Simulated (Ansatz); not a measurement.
## A series in volume scale on ZnCu

All results are calculated (Ansatz 0.2.0). Periodic Kohn-Sham DFT of a crystal at fixed atoms, scaled to volume_scale times the given cell; pressure positive in compression, energy less spherical unpolarised free atoms, largest_vzz the field gradient of largest size among the nuclei.

The cell before it is scaled or strained (space group Pm-3m, No. 221):
```
cell vectors (Å)
   2.9450     0.0000     0.0000
   0.0000     2.9450     0.0000
   0.0000     0.0000     2.9450
atoms (fractions of the cell vectors)
Zn  0.50000  0.50000  0.50000
Cu  0.00000  0.00000  0.00000
```

Settings of every row: method frozen-core PAW; functional PBE; relativity scalar; k mesh 14x14x14; filling fermi-dirac; smearing width 0.05 eV; wave cutoff 420 eV; paw set soft_2.

Atom start moment: 0 on all atoms.

| row | volume scale | V (Å³/atom) | pressure (GPa) |
| --- | --- | --- | --- |
| 1 | 0.9405 | 12.011 | 11.259 |
| 2 | 0.98 | 12.516 | ? |
| 3 | 1 | 12.771 | 2.257 |
| 4 | 1.02 | 13.026 | -0.127 |
| 5 | 1.06 | 13.537 | -4.129 |

Question: what pressure should row 2 give?

Worked fit of pressure. Take u = (V_r/V)^(2/3) − 1 with V_r = 12.899 Å³ an atom, which is twice the finite (Eulerian) strain; such expansions in the strain, on which the Birch-Murnaghan equation of state is built, carry the rest volume and the bulk modulus. The shown rows have u = 0.0487, 0.00667, -0.00651, -0.03167. Least squares give pressure = 1.0245 + 181.392 × u + 590.39 × u² GPa; a straight line predicts inner rows, each left out in turn, worse (root mean square 0.6 against 0.0084 GPa). The rows lie off it by 0.000, -0.004, 0.004, -0.001. The pressure vanishes at u = -0.0058, or V = 13.01 Å³ an atom, and there the bulk modulus at fixed shape and fractions is B = −V dP/dV = (2/3)(1 + u) dP/du = 116 GPa. The withheld row has u = 0.0203, so the fit gives 1.0245 + 181.392 × (0.0203) + 590.39 × (0.0203)² = 4.950 GPa.

The calculation gave 4.939 GPa. The fit lies 0.011 GPa (0.071 % of the column's range) above it; its largest miss of a shown row is 0.004 GPa.
